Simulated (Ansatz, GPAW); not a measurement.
# Ballistic transport through an Al chain with a Si atom bridging one bond, from relaxation to T(E)

Wanted: T(E) of an Al chain with a Si atom bridging one bond at a relaxed geometry in two programs, beside the unrelaxed structure.

Method: Ansatz plane waves; relaxation of the junction with the lead ends held; PAW set soft_1, in the first sound run; inputs show where later runs differ, in GPAW 26.7.0 and Ansatz 0.2.0.

This is a report of a sequence of runs, with most program output left out.

**1. The structure**

The cell holds 15 atoms: 14 Al and 1 Si. Its edges and angles: a = 9.000 Å, b = 9.000 Å, c = 33.800 Å, α = 90.0°, β = 90.0°, γ = 90.0°. Regions: left lead, 7 atoms (7 Al); channel, 1 atom (1 Si); right lead, 7 atoms (7 Al). Vacuum lies along a and b. The structure is stacked along c, and the current runs across the ab planes.

**2. Relaxation**

Transmission follows bond lengths closely, so the atoms between the held lead ends are relaxed first, from a slightly shaken start that lets symmetry break.

input.yaml reads:

```yaml
crystal:
  lattice:
    - [9.0, 0.0, 0.0]
    - [0.0, 9.0, 0.0]
    - [0.0, 0.0, 33.8]
  atoms:
    - { symbol: Al, position: [0.5, 0.5, 0.0355029586] }
    - { symbol: Al, position: [0.5, 0.5, 0.1065088757] }
    - { symbol: Al, position: [0.5, 0.5, 0.1775147929] }
    - { symbol: Al, position: [0.5, 0.5, 0.2485207101] }
    - { symbol: Al, position: [0.5, 0.5, 0.3195266272] }
    - { symbol: Al, position: [0.4952304233, 0.4968781743, 0.3908821938] }
    - { symbol: Al, position: [0.4982530446, 0.501752054, 0.462255021] }
    - { symbol: Si, position: [0.7024818177, 0.5033902126, 0.4994713178] }
    - { symbol: Al, position: [0.5069802833, 0.5024289631, 0.5379831455] }
    - { symbol: Al, position: [0.500671626, 0.5007165931, 0.6097599273] }
    - { symbol: Al, position: [0.5, 0.5, 0.6804733728] }
    - { symbol: Al, position: [0.5, 0.5, 0.7514792899] }
    - { symbol: Al, position: [0.5, 0.5, 0.8224852071] }
    - { symbol: Al, position: [0.5, 0.5, 0.8934911243] }
    - { symbol: Al, position: [0.5, 0.5, 0.9644970414] }
kpoints:
  mp_grid: { grid: [1, 1, 3] }
hamiltonian:
  xc: pbe
  pseudopotentials: { kind: paw, azcp: { folder: soft_1 } }
scf:
  occupations: { method: fermi_dirac, width: 0.1 }
relax:
  f_tol: 0.03
  max_steps: 80
  constraints: [{ sites: [0, 1, 2, 3, 4, 10, 11, 12, 13, 14] }]
```

Command:

```sh
ansatz run input.yaml --threads 4 --pin off --max-ram 8192MiB --backend cpu --events-out ev --progress --plain --runs-dir out
```

It took 40 s on 4 threads of Intel Xeon Platinum 8488C (Sapphire Rapids), shared host; peak memory 1.9 GiB.

The steps of the relaxation:

| step | energy less that of the first step (eV) | largest force component (eV/Å) |
| --- | --- | --- |
| 1 | 0.0000 | 2.3683 |
| 2 | -0.2637 | 0.9344 |
| 3 | -0.4323 | 0.7574 |
| 4 | -0.5681 | 0.1744 |
| 5 | -0.6312 | 0.0855 |
| 6 | -0.6369 | 0.0994 |
| 7 | -0.6370 | 0.0797 |
| 8 | -0.6385 | 0.0065 |
| 9 | -0.6385 | 0.0066 |

The atoms that moved most (Å):

| atom | dx | dy | dz | length |
| --- | --- | --- | --- | --- |
| Al6 | -0.812 | 0.017 | -0.045 | 0.814 |
| Al7 | 0.569 | 0.005 | -0.283 | 0.636 |
| Al10 | -0.619 | -0.014 | -0.033 | 0.620 |
| Al9 | 0.538 | 0.002 | 0.117 | 0.550 |
| Si8 | 0.541 | 0.029 | -0.083 | 0.548 |

Numbers from this step:

| Item | Value |
| --- | --- |
| free energy | -8133.9031 eV |
| smearing term TS | 0.6375 eV |
| symmetry operations | 1 |

The relaxation lowered the energy of the cell by 0.638 eV.

**3. Plane-wave reference (PBE)**

A plane-wave run comes first: its basis does not favour the atoms, so it serves as the reference for the orbital bases.

This step: Ansatz plane waves; Landauer transmission by layers, zero bias; PAW set soft_1 (Ansatz 0.2.0).

input.yaml reads:

```yaml
crystal:
  lattice:
    - [9.0, 0.0, 0.0]
    - [0.0, 9.0, 0.0]
    - [0.0, 0.0, 33.8]
  atoms:
    - { symbol: Al, position: [0.5, 0.5, 0.0355029586] }
    - { symbol: Al, position: [0.5, 0.5, 0.1065088757] }
    - { symbol: Al, position: [0.5, 0.5, 0.1775147929] }
    - { symbol: Al, position: [0.5, 0.5, 0.2485207101] }
    - { symbol: Al, position: [0.5, 0.5, 0.3195266272] }
    - { symbol: Al, position: [0.4049758254, 0.4988050838, 0.3895636356] }
    - { symbol: Al, position: [0.5615199937, 0.5023582568, 0.4538838622] }
    - { symbol: Si, position: [0.7626143979, 0.5066107085, 0.4970282352] }
    - { symbol: Al, position: [0.566715502, 0.50268656, 0.5414498047] }
    - { symbol: Al, position: [0.4318405581, 0.4991669249, 0.6087948367] }
    - { symbol: Al, position: [0.5, 0.5, 0.6804733728] }
    - { symbol: Al, position: [0.5, 0.5, 0.7514792899] }
    - { symbol: Al, position: [0.5, 0.5, 0.8224852071] }
    - { symbol: Al, position: [0.5, 0.5, 0.8934911243] }
    - { symbol: Al, position: [0.5, 0.5, 0.9644970414] }
kpoints:
  mp_grid: { grid: [1, 1, 3] }
hamiltonian:
  xc: pbe
  pseudopotentials: { kind: paw, azcp: { folder: soft_1 } }
scf:
  occupations: { method: fermi_dirac, width: 0.1 }
output:
  transmission:
    leads: [[0, 1]]
    e_range: [-2, 2]
    de: 0.025
    kmesh: [1, 1]
    reduced_basis: true
  write_potential: true
  write_density: true
  volumetric_format: npy
```

The job ended after 32 s (4 threads; peak memory 1.9 GiB).

This step gave:

| Item | Value |
| --- | --- |
| free energy | -8133.9035 eV |
| lead level | 0 eV from the Fermi level |
| transmission at the Fermi level (one spin) | 0.9858 |
| open channels of the lead at the Fermi level (one spin) | 2 |
| step of the potential along the lead | 0.6 meV |
| offset of the lead | 0 Å |
| filling of the lead less its bulk value, in size | 18.2 meV |
| conductance | 0.9819 G₀ |

One spin. Table of transmission, zone mean by energy, zero at the Fermi level:

| energy (eV) | transmission, zone mean |
| --- | --- |
| -2.000 | 0.0163 |
| -1.800 | 0.0202 |
| -1.600 | 0.0283 |
| -1.400 | 0.0533 |
| -1.200 | 0 |
| -1.000 | 0 |
| -0.800 | 0 |
| -0.600 | 0 |
| -0.400 | 0.0134 |
| -0.200 | 1.04 |
| -0.150 | 1.05 |
| 0.000 | 0.986 |
| 0.200 | 0.800 |
| 0.400 | 0.684 |
| 0.600 | 0.647 |
| 0.775 | 1.21 |
| 0.800 | 0.991 |
| 1.000 | 0.515 |
| 1.200 | 0.686 |
| 1.400 | 0.874 |
| 1.600 | 1.05 |
| 1.800 | 1.15 |
| 2.000 | 1.15 |

One spin. Table of open channels, zone mean by energy, zero at the Fermi level:

| energy (eV) | open channels, zone mean |
| --- | --- |
| -2.000 | 1 |
| -1.900 | 1 |
| -1.800 | 1 |
| -1.700 | 1 |
| -1.600 | 1 |
| -1.500 | 1 |
| -1.400 | 1 |
| -1.300 | 1 |
| -1.200 | 0 |
| -1.100 | 0 |
| -1.000 | 0 |
| -0.900 | 0 |
| -0.800 | 0 |
| -0.700 | 0 |
| -0.600 | 0 |
| -0.500 | 0 |
| -0.400 | 1 |
| -0.300 | 2 |
| -0.200 | 2 |
| -0.100 | 2 |
| 0.000 | 2 |
| 0.100 | 2 |
| 0.200 | 2 |
| 0.300 | 2 |
| 0.400 | 2 |
| 0.500 | 2 |
| 0.600 | 2 |
| 0.700 | 2 |
| 0.800 | 2 |
| 0.900 | 2 |
| 1.000 | 3 |
| 1.100 | 3 |
| 1.200 | 3 |
| 1.300 | 3 |
| 1.400 | 3 |
| 1.500 | 3 |
| 1.600 | 3 |
| 1.700 | 3 |
| 1.800 | 3 |
| 1.900 | 3 |
| 2.000 | 3 |

Crystal 0, spin -, k parallel (0, 0); distinct values, listed up to 1.5 1/Å. The Im kz of the slowest decaying states by energy, zero at the Fermi level:

| energy (eV) | decay 1 (Å⁻¹) | decay 2 (Å⁻¹) | decay 3 (Å⁻¹) | decay 4 (Å⁻¹) |
| --- | --- | --- | --- | --- |
| -2.000 | 0.671 | 0.671 | 1.15 | 1.26 |
| -1.800 | 0.627 | 0.628 | 1.13 | 1.24 |
| -1.600 | 0.581 | 0.581 | 1.10 | 1.22 |
| -1.400 | 0.530 | 0.531 | 1.08 | 1.20 |
| -1.200 | 0.0404 | 0.474 | 0.475 | 1.06 |
| -1.000 | 0.0806 | 0.411 | 0.411 | 1.03 |
| -0.800 | 0.101 | 0.335 | 0.336 | 1.00 |
| -0.600 | 0.113 | 0.237 | 0.237 | 0.978 |
| -0.400 | 0.00994 | 0.119 | 0.951 | 1.08 |
| -0.200 | 0.121 | 0.923 | 1.06 | 1.14 |
| 0.000 | 0.119 | 0.894 | 1.03 | 1.12 |
| 0.200 | 0.112 | 0.865 | 1.01 | 1.09 |
| 0.400 | 0.101 | 0.834 | 0.980 | 1.07 |
| 0.600 | 0.0825 | 0.802 | 0.953 | 1.05 |
| 0.800 | 0.0512 | 0.768 | 0.925 | 1.02 |
| 1.000 | 0.733 | 0.896 | 0.994 | 1.08 |
| 1.200 | 0.696 | 0.866 | 0.967 | 1.06 |
| 1.400 | 0.657 | 0.835 | 0.940 | 1.03 |
| 1.600 | 0.615 | 0.803 | 0.911 | 1.00 |
| 1.800 | 0.570 | 0.770 | 0.882 | 0.978 |
| 2.000 | 0.522 | 0.735 | 0.852 | 0.950 |

Crystal 0, spin -, k parallel (0, 0). Re kz of states that move upwards against energy, zero at the Fermi level:

| energy (eV) | channel 1 (Å⁻¹) | channel 2 (Å⁻¹) | channel 3 (Å⁻¹) |
| --- | --- | --- | --- |
| -2.000 | 1.13 | - | - |
| -1.800 | 1.17 | - | - |
| -1.600 | 1.20 | - | - |
| -1.400 | 1.24 | - | - |
| -1.200 | - | - | - |
| -1.000 | - | - | - |
| -0.800 | - | - | - |
| -0.600 | - | - | - |
| -0.400 | 0.0146 | - | - |
| -0.200 | 0.237 | 0.238 | - |
| 0.000 | 0.335 | 0.336 | - |
| 0.200 | 0.411 | 0.411 | - |
| 0.400 | 0.474 | 0.475 | - |
| 0.600 | 0.530 | 0.531 | - |
| 0.800 | 0.581 | 0.581 | - |
| 1.000 | -1.26 | 0.628 | 0.628 |
| 1.200 | -1.22 | 0.671 | 0.671 |
| 1.400 | -1.19 | 0.712 | 0.712 |
| 1.600 | -1.16 | 0.750 | 0.751 |
| 1.800 | -1.13 | 0.787 | 0.787 |
| 2.000 | -1.11 | 0.822 | 0.822 |

The electrostatic potential energy of an electron (with the applied field's), less the Fermi level, planar mean oscillates, so the rows of the table below give means over windows of 2.39 Å about each position, cut where the curve ends. Its first 14 maxima inside the range that stand out by 2 % of the span (Å: eV): 1.3: 3.19, 2.4: 3.83, 3.7: 3.19, 4.8: 3.83, 6.1: 3.19, 7.2: 3.82, 8.4: 3.19, 9.6: 3.81, 10.8: 3.19, 12.0: 3.79, 14.2: 3.60, 15.4: 3.27, 18.3: 3.26, 19.4: 3.65. Its first 14 minima: 1.0: 3.17, 1.5: 3.17, 3.4: 3.17, 3.9: 3.17, 5.8: 3.17, 6.3: 3.17, 8.2: 3.16, 8.7: 3.16, 10.6: 3.16, 11.1: 3.17, 13.5: 3.11, 14.9: 3.23, 16.5: 2.80, 18.6: 3.21.

Table of electrostatic potential energy of an electron (with the applied field's), less the Fermi level, planar mean by z; means over each step:

| z (Å) | electrostatic potential energy of an electron (with the applied field's), less the Fermi level, planar mean (eV) |
| --- | --- |
| 1.20 | 3.41 |
| 3.58 | 3.41 |
| 5.97 | 3.41 |
| 8.36 | 3.41 |
| 10.75 | 3.40 |
| 13.14 | 3.35 |
| 15.53 | 3.14 |
| 17.92 | 3.10 |
| 20.31 | 3.31 |
| 22.70 | 3.40 |
| 25.09 | 3.41 |
| 27.48 | 3.41 |
| 29.87 | 3.41 |
| 32.26 | 3.42 |

The valence density, planar mean oscillates, so the rows of the table below give means over windows of 2.39 Å about each position, cut where the curve ends. Its maxima inside the range that stand out by 2 % of the span (Å: e/Å³): 2.4: 0.0176, 4.8: 0.0176, 7.0: 0.0176, 9.4: 0.0175, 11.8: 0.0176, 14.4: 0.0185, 16.3: 0.0338, 17.3: 0.0336, 19.3: 0.0174, 22.0: 0.0171, 24.4: 0.0175, 26.6: 0.0176, 29.0: 0.0176, 31.4: 0.0176. Its first 14 minima: 1.3: 0.0126, 3.7: 0.0126, 6.1: 0.0127, 8.4: 0.0127, 10.7: 0.0129, 13.1: 0.0137, 15.1: 0.0174, 16.8: 0.0323, 18.6: 0.0165, 20.6: 0.0131, 23.1: 0.0129, 25.4: 0.0127, 27.7: 0.0126, 30.1: 0.0126.

The valence density, planar mean by z; means over each step:

| z (Å) | valence density, planar mean (e/Å³) |
| --- | --- |
| 1.20 | 0.0154 |
| 3.58 | 0.0154 |
| 5.97 | 0.0154 |
| 8.36 | 0.0154 |
| 10.75 | 0.0156 |
| 13.14 | 0.0162 |
| 15.53 | 0.0243 |
| 17.92 | 0.0248 |
| 20.31 | 0.0155 |
| 22.70 | 0.0154 |
| 25.09 | 0.0154 |
| 27.48 | 0.0154 |
| 29.87 | 0.0154 |
| 32.26 | 0.0154 |

T at the Fermi level is 0.986 of 2 open channels a spin.

**4. Double-zeta polarised basis**

The script solves lead and junction separately, takes H and S in the orbital basis, and joins semi-infinite leads through their self-energies; the dzp basis is the working standard.

This step: GPAW LCAO, PAW setups; Landauer transmission from Green's functions with principal layers (ASE), zero bias (GPAW 26.7.0).

run.py reads:

```python
import json
import numpy as np
from ase import Atoms
from ase.transport.calculators import TransportCalculator
from gpaw import GPAW, FermiDirac
from gpaw.lcao.tools import get_lcao_hamiltonian
from scipy.linalg import eigh

# The junction with lead layers at both ends, along the third cell vector
device = Atoms(
    ['Al', 'Al', 'Al', 'Al', 'Al', 'Al', 'Al', 'Si', 'Al', 'Al', 'Al', 'Al', 'Al', 'Al', 'Al'],
    positions=[
        [4.50000, 4.50000, 1.20000],
        [4.50000, 4.50000, 3.60000],
        [4.50000, 4.50000, 6.00000],
        [4.50000, 4.50000, 8.40000],
        [4.50000, 4.50000, 10.80000],
        [3.64478, 4.48925, 13.16725],
        [5.05368, 4.52122, 15.34127],
        [6.86353, 4.55950, 16.79955],
        [5.10044, 4.52418, 18.30100],
        [3.88657, 4.49250, 20.57727],
        [4.50000, 4.50000, 23.00000],
        [4.50000, 4.50000, 25.40000],
        [4.50000, 4.50000, 27.80000],
        [4.50000, 4.50000, 30.20000],
        [4.50000, 4.50000, 32.60000]],
    cell=[[9.0, 0.0, 0.0], [0.0, 9.0, 0.0], [0.0, 0.0, 33.8]],
    pbc=True)

# One principal layer of the lead: the first 4 atoms of the device
lead = Atoms(
    ['Al', 'Al', 'Al', 'Al'],
    positions=[
        [4.50000, 4.50000, 1.20000],
        [4.50000, 4.50000, 3.60000],
        [4.50000, 4.50000, 6.00000],
        [4.50000, 4.50000, 8.40000]],
    cell=[[9.0, 0.0, 0.0], [0.0, 9.0, 0.0], [0.0, 0.0, 9.6]],
    pbc=True)

settings = dict(mode='lcao', basis='dzp', xc='PBE', h=0.2,
                occupations=FermiDirac(0.1), maxiter=250,
                mixer=dict(beta=0.1, nmaxold=8, weight=100.0),
                convergence=dict(density=0.0001))
energies = np.arange(-2, 2 + 1e-9, 0.025)
eta = 0.0001
n1, n2 = 1, 1
# k and -k transmit alike, so half of the mesh across the current serves
mesh = [(i, j) for i in range(n1) for j in range(n2) if (i, j) <= (-i % n1, -j % n2)]
weights = np.array([1 if (i, j) == (-i % n1, -j % n2) else 2 for i, j in mesh]) / (n1 * n2)

# [... helper functions left out ...]
fermi_lead = ground_state(lead, (1, 1, 12), 'lead.txt')
fermi_device = ground_state(device, (1, 1, 3), 'device.txt')
# [... loop over the mesh left out, but for ...]
        # Shift the lead onto the potential of the device's first layer
        shift = ((H[:, 0, 0] - H0[:, 0, 0]) / S0[0, 0]).real.mean()
# [...]
kT = 8.617333e-5 * 300
bias = [0.1, 0.2, 0.5, 1.0, 1.5, 2.0]
# [... integrals and printing left out ...]
```

Command:

```sh
OMP_NUM_THREADS=1 OPENBLAS_NUM_THREADS=1 python run.py
```

Elapsed: 1.8 min, on 1 thread; peak memory 1.1 GiB.

This step gave:

| Property | Result |
| --- | --- |
| conductance | 0.9772 G₀ |
| thermopower | 5.876 μV/K |
| largest coupling past the next principal layer | 1.20e-15 eV |
| largest misfit of the first principal layer | 0.04083 eV |
| shift that aligns the lead | 0.006881 eV |
| basis functions of the junction | 195 |
| basis functions of a principal layer | 52 |
| transmission at the Fermi level (one spin) | 0.9810 |

One spin. Transmission, zone mean against energy, zero at the Fermi level:

| energy (eV) | transmission, zone mean |
| --- | --- |
| -2.000 | 0.0146 |
| -1.900 | 0.0161 |
| -1.800 | 0.0180 |
| -1.700 | 0.0207 |
| -1.600 | 0.0249 |
| -1.500 | 0.0324 |
| -1.400 | 0.0457 |
| -1.300 | 0.0302 |
| -1.200 | 5.1e-7 |
| -1.100 | 2.5e-9 |
| -1.000 | 1.1e-10 |
| -0.900 | 2.2e-11 |
| -0.800 | 9.7e-12 |
| -0.700 | 7.2e-12 |
| -0.600 | 6.5e-12 |
| -0.500 | 1.7e-11 |
| -0.400 | 2.3e-7 |
| -0.300 | 0.987 |
| -0.200 | 1.04 |
| -0.150 | 1.05 |
| -0.100 | 1.04 |
| 0.000 | 0.981 |
| 0.100 | 0.887 |
| 0.200 | 0.799 |
| 0.300 | 0.731 |
| 0.400 | 0.684 |
| 0.500 | 0.651 |
| 0.600 | 0.633 |
| 0.700 | 0.645 |
| 0.800 | 0.902 |
| 0.825 | 1.21 |
| 0.900 | 0.328 |
| 1.000 | 0.517 |
| 1.100 | 0.614 |
| 1.200 | 0.695 |
| 1.300 | 0.783 |
| 1.400 | 0.879 |
| 1.500 | 0.976 |
| 1.600 | 1.06 |
| 1.700 | 1.13 |
| 1.800 | 1.17 |
| 1.900 | 1.19 |
| 2.000 | 1.19 |

Crossings of the lead's bands, unfolded to its shortest repeat. Open channels, zone mean against energy, zero at the Fermi level:

| energy (eV) | open channels, zone mean |
| --- | --- |
| -2.000 | 1 |
| -1.800 | 1 |
| -1.600 | 1 |
| -1.400 | 1 |
| -1.200 | 0 |
| -1.000 | 0 |
| -0.800 | 0 |
| -0.600 | 0 |
| -0.400 | 0 |
| -0.200 | 2 |
| 0.000 | 2 |
| 0.200 | 2 |
| 0.400 | 2 |
| 0.600 | 2 |
| 0.800 | 2 |
| 1.000 | 3 |
| 1.200 | 3 |
| 1.400 | 3 |
| 1.600 | 3 |
| 1.800 | 3 |
| 2.000 | 3 |

Not self-consistent under bias; the bias window is split evenly. The current through one cell, from the zero-bias transmission by bias:

| bias (V) | current through one cell, from the zero-bias transmission (μA) |
| --- | --- |
| 0.100 | 7.56 |
| 0.200 | 15.1 |
| 0.500 | 36.6 |
| 1.000 | 59.1 |
| 1.500 | 71.8 |
| 2.000 | 83.9 |

Transmission of the three most open eigenchannels against energy, zero at the Fermi level:

| energy (eV) | channel 1 | channel 2 | channel 3 |
| --- | --- | --- | --- |
| -2.000 | 0.0146 | 3.9e-12 | 0 |
| -1.900 | 0.0161 | 3.8e-12 | 0 |
| -1.800 | 0.0180 | 3.7e-12 | 0 |
| -1.700 | 0.0207 | 3.7e-12 | 0 |
| -1.600 | 0.0249 | 3.6e-12 | 0 |
| -1.500 | 0.0324 | 3.6e-12 | 0 |
| -1.400 | 0.0457 | 3.5e-12 | 0 |
| -1.300 | 0.0302 | 3.4e-12 | 0 |
| -1.200 | 5.1e-7 | 3.4e-12 | 0 |
| -1.100 | 2.5e-9 | 3.3e-12 | 0 |
| -1.000 | 1.1e-10 | 3.1e-12 | 0 |
| -0.900 | 1.9e-11 | 3.0e-12 | 0 |
| -0.800 | 6.8e-12 | 2.9e-12 | 0 |
| -0.700 | 3.8e-12 | 3.0e-12 | 0 |
| -0.600 | 3.3e-12 | 3.3e-12 | 0 |
| -0.500 | 1.3e-11 | 3.1e-12 | 0 |
| -0.400 | 2.2e-7 | 9.2e-9 | 2.8e-12 |
| -0.300 | 0.941 | 0.0462 | 2.8e-12 |
| -0.200 | 0.932 | 0.104 | 2.7e-12 |
| -0.100 | 0.877 | 0.165 | 2.6e-12 |
| 0.000 | 0.763 | 0.218 | 2.6e-12 |
| 0.100 | 0.627 | 0.260 | 2.6e-12 |
| 0.200 | 0.504 | 0.295 | 2.5e-12 |
| 0.300 | 0.406 | 0.325 | 2.5e-12 |
| 0.400 | 0.349 | 0.335 | 2.5e-12 |
| 0.500 | 0.363 | 0.288 | 2.5e-12 |
| 0.600 | 0.367 | 0.266 | 3.3e-12 |
| 0.700 | 0.360 | 0.285 | 3.2e-11 |
| 0.800 | 0.555 | 0.347 | 6.8e-10 |
| 0.900 | 0.328 | 2.1e-4 | 2.5e-5 |
| 1.000 | 0.308 | 0.187 | 0.0219 |
| 1.100 | 0.304 | 0.287 | 0.0225 |
| 1.200 | 0.405 | 0.267 | 0.0223 |
| 1.300 | 0.513 | 0.249 | 0.0217 |
| 1.400 | 0.626 | 0.232 | 0.0209 |
| 1.500 | 0.738 | 0.218 | 0.0200 |
| 1.600 | 0.837 | 0.206 | 0.0190 |
| 1.700 | 0.914 | 0.196 | 0.0180 |
| 1.800 | 0.963 | 0.188 | 0.0170 |
| 1.900 | 0.987 | 0.182 | 0.0160 |
| 2.000 | 0.992 | 0.178 | 0.0151 |

At the Fermi level T is 0.981 against 0.986 in plane waves. Couplings past the next layer reach 1.2e-15 eV, small enough to drop; the matrix elements of the cell's first layer differ from the bulk lead's by up to 0.041 eV. That layer keeps its own values in the calculation, and only beyond it is the lead taken as perfect. The Fermi levels of lead and junction count from different zeros of potential, one for each periodic cell; with both set to zero, the small remaining shift is what aligns them. By hand: G = 0.9772 × 77.48 μS = 75.7 μS, a resistance of 13.2 kΩ; at 0.1 V a linear junction would pass 7.57 μA, and the integral over the bias window gives 7.56 μA. Mott's formula, S = -(π²/3)(k_B²T/e) d ln T/dE, has the prefactor 7.33 μV/K·eV at 300 K; T = 1.001 at -0.025 eV and 0.9588 at 0.025 eV give a slope of -0.867 per eV and S = 6.35 μV/K, beside 5.88 μV/K from the thermal integral, which interpolates the same grid.

**5. Single-zeta polarised basis**

One radial function a shell plus polarisation makes the matrices smaller; the question is what that costs.

Changes to run.py since step 4:

```diff
@@ -41,3 +41,3 @@
 
-settings = dict(mode='lcao', basis='dzp', xc='PBE', h=0.2,
+settings = dict(mode='lcao', basis='szp(dzp)', xc='PBE', h=0.2,
                 occupations=FermiDirac(0.1), maxiter=250,
```

Elapsed: 86 s, on 1 thread; peak memory 1.1 GiB.

Numbers from this step:

```
conductance                                    : 0.9266 G₀
thermopower                                    : 7.386 μV/K
largest coupling past the next principal layer : 1.90e-15 eV
largest misfit of the first principal layer    : 0.04368 eV
shift that aligns the lead                     : 0.01107 eV
basis functions of the junction                : 135
basis functions of a principal layer           : 36
transmission at the Fermi level (one spin)     : 0.9292
```

One spin. The transmission, zone mean by energy, zero at the Fermi level:

| energy (eV) | transmission, zone mean |
| --- | --- |
| -2.000 | 0.0121 |
| -1.900 | 0.0147 |
| -1.800 | 0.0179 |
| -1.700 | 0.0225 |
| -1.600 | 0.0293 |
| -1.500 | 0.0400 |
| -1.400 | 0.0366 |
| -1.300 | 4.0e-7 |
| -1.200 | 1.0e-8 |
| -1.100 | 1.9e-10 |
| -1.000 | 2.3e-11 |
| -0.900 | 6.3e-12 |
| -0.800 | 2.9e-12 |
| -0.700 | 2.0e-12 |
| -0.600 | 2.2e-12 |
| -0.500 | 5.9e-12 |
| -0.400 | 1.3e-9 |
| -0.300 | 0.976 |
| -0.200 | 1.01 |
| -0.150 | 1.02 |
| -0.100 | 1.01 |
| 0.000 | 0.929 |
| 0.100 | 0.826 |
| 0.200 | 0.739 |
| 0.300 | 0.679 |
| 0.400 | 0.638 |
| 0.500 | 0.610 |
| 0.600 | 0.593 |
| 0.700 | 0.624 |
| 0.775 | 1.06 |
| 0.800 | 0.969 |
| 0.900 | 0.818 |
| 1.000 | 0.796 |
| 1.100 | 0.822 |
| 1.200 | 0.877 |
| 1.300 | 0.949 |
| 1.400 | 1.03 |
| 1.500 | 1.10 |
| 1.600 | 1.16 |
| 1.700 | 1.19 |
| 1.800 | 1.21 |
| 1.900 | 1.22 |
| 2.000 | 1.21 |

The conductance, 0.927 G₀, lies 5.2 % below that of the dzp run.

**6. Minimal basis**

One function for each valence shell of the setup, as for a first survey of a large system.

Changes to run.py since step 5:

```diff
@@ -41,3 +41,3 @@
 
-settings = dict(mode='lcao', basis='szp(dzp)', xc='PBE', h=0.2,
+settings = dict(mode='lcao', basis='sz(dzp)', xc='PBE', h=0.2,
                 occupations=FermiDirac(0.1), maxiter=250,
```

It took 52 s on 1 thread; peak memory 0.99 GiB.

Numbers from this step:

```
conductance                                    : 0.9474 G₀
thermopower                                    : 6.990 μV/K
largest coupling past the next principal layer : 1.01e-15 eV
largest misfit of the first principal layer    : 0.04652 eV
shift that aligns the lead                     : 0.01720 eV
basis functions of the junction                : 60
basis functions of a principal layer           : 16
transmission at the Fermi level (one spin)     : 0.9503
```

The conductance, 0.947 G₀, lies 3.1 % below that of the dzp run.

[end of part 1 of 2]

[Logs are printed without paths, hosts, clocks, repeated set-up lines and the standing remarks that a program may print on its own settings, such as how far it seeks lower states.]

[Hosts, paths, dates, database ids (printed as entryN), source tags and the programs' standing remarks are cut or masked in the printed files.]
